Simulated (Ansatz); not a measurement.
**Ca: do energies and stresses tell the same story?**

All numbers below come from DFT r2SCAN, scalar-relativistic, plane waves, PAW (Ansatz 0.2.0).

Cutoff 500 eV; k points 14×14×14 on the computed 1-atom cell (Γ-centred); Gaussian smearing, width 0.10 eV; no spin polarisation.

Relaxed cell: I4/mmm, a = 4.431 Å, b = 4.431 Å, c = 4.412 Å, α = 90.00°, β = 90.00°, γ = 90.00°, 1 atom in the primitive cell. This bcc form isn't the element's structure at ambient conditions.

Energies at zero smearing and pressures from the stress tensor, at volumes with shape and atoms relaxed:
```tsv
V (Å³/atom)	E − E(first) (meV/atom)	P (GPa)
40.714	0.00	1.188
42.014	-7.11	0.564
43.313	-9.41	0.002
44.612	-7.39	-0.499
45.912	-1.52	-0.945
```

Q: Check P = −dE/dV between neighbouring volumes, and get the bulk modulus from the pressures alone.

A: With 1 eV/Å³ = 160.2 GPa:
```json
{"middle V (Å³/atom)": "41.364", "−ΔE/ΔV (GPa)": "0.877", "mean P (GPa)": "0.876"}
{"middle V (Å³/atom)": "42.663", "−ΔE/ΔV (GPa)": "0.284", "mean P (GPa)": "0.283"}
{"middle V (Å³/atom)": "43.963", "−ΔE/ΔV (GPa)": "-0.249", "mean P (GPa)": "-0.249"}
{"middle V (Å³/atom)": "45.262", "−ΔE/ΔV (GPa)": "-0.724", "mean P (GPa)": "-0.722"}
```

The two differ by 0.002 GPa at most. The mean of two end pressures misses the average over a step by about ΔV² P″/12, up to 0.005 GPa here; with that taken off 0.006 GPa remains. Around V = 43.313 Å³/atom, the two neighbours give B = −V ΔP/ΔV = 43.313 × 1.063 / 2.599 = 17.7 GPa, against B0 = 17.7 GPa from the Birch–Murnaghan fit of the energies.